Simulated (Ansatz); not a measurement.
# Ti (beta tin type): how the settings move a single-point run

Question: which choices in the input matter for Ti (beta tin type)?

Program: Ansatz 0.2.0. Level of theory: reference: DFT, PBE, all-electron LAPW, scalar-relativistic. These are calculated values, not measurements.

### 1 Starting point

Symmetry: I4_1/amd, No. 141, tetragonal system. The conventional cell has a = 4.900 Å, b = 4.900 Å, c = 2.767 Å, α = 90.00°, β = 90.00°, γ = 90.00°. Ti (site symmetry -4m2) is surrounded by 6 Ti at 2.55 to 2.77 Å.

As a file:

```xyz
2
Lattice="-2.4499 2.4499 1.3834 2.4499 -2.4499 1.3834 2.4499 2.4499 -1.3834" Properties=species:S:1:pos:R:3 pbc="T T T"
Ti    0.0000   -1.2250   -0.3459
Ti    0.0000    1.2250    0.3459
```

### 2 The reference run

input.yaml

```yaml
crystal:
  lattice:
    - [-2.4499499161, 2.4499499161, 1.3834118369]
    - [2.4499499161, -2.4499499161, 1.3834118369]
    - [2.4499499161, 2.4499499161, -1.3834118369]
  atoms:
    - { symbol: Ti, position: [-0.375, -0.125, -0.25] }
    - { symbol: Ti, position: [0.375, 0.125, 0.25] }
kpoints:
  mp_grid: { grid: [15, 15, 15] }
scf:
  occupations: { method: fermi_dirac, width: 0.1 }
hamiltonian:
  xc: pbe
  pseudopotentials: { kind: all_electron, lapw: { basis_error: 0.001 } }
output:
  forces: true
  stress: true
  eigenvalues: true
  populations: true
```

Run with:

```sh
$ ansatz run input.yaml --threads 1 --pin off --max-ram 2048MiB --backend cpu --events-out ev --progress --plain --runs-dir out
```

### 3 Changed: occupations.method methfessel_paxton, occupations.width 0.005, preconditioner none, xc rpbe

input.yaml: that of step 2 with these lines changed.

```diff
@@ -11,5 +11,6 @@
 scf:
-  occupations: { method: fermi_dirac, width: 0.1 }
+  occupations: { method: methfessel_paxton, width: 0.005 }
+  mixing: { preconditioner: none }
 hamiltonian:
-  xc: pbe
+  xc: rpbe
   pseudopotentials: { kind: all_electron, lapw: { basis_error: 0.001 } }
```

**Question.** What will these runs give? Wanted: for each run, ending; energy change; pressure; gap; force.

**Answer**, as computed:

```tsv
run	ending	energy change	pressure (GPa)	gap (eV)	force (eV/Å)	cycles	time
reference	converged	-	5.1	0.00	0.00	6	38 s
1: occupations.method methfessel_paxton, occupations.width 0.005, preconditioner none, xc rpbe	converged	not comparable	8.3	0.00	0.00	7	39 s
```

Residual by cycle in the longest SCF loop of each run; runs are numbered as in the table. The quantity is the density residual dr2, in eV.

```tsv
cycle	reference	run 1
1	0.16	0.179
2	0.0112	0.00523
3	0.00485	0.00246
4	2.5e-5	2.6e-5
5	9.7e-7	3.2e-6
6	4.5e-9	7.7e-8
7	-	6.7e-10
```

Total energies don't compare across a change of functional; the pressure goes from 5.1 to 8.3 GPa. The smearing changed too.
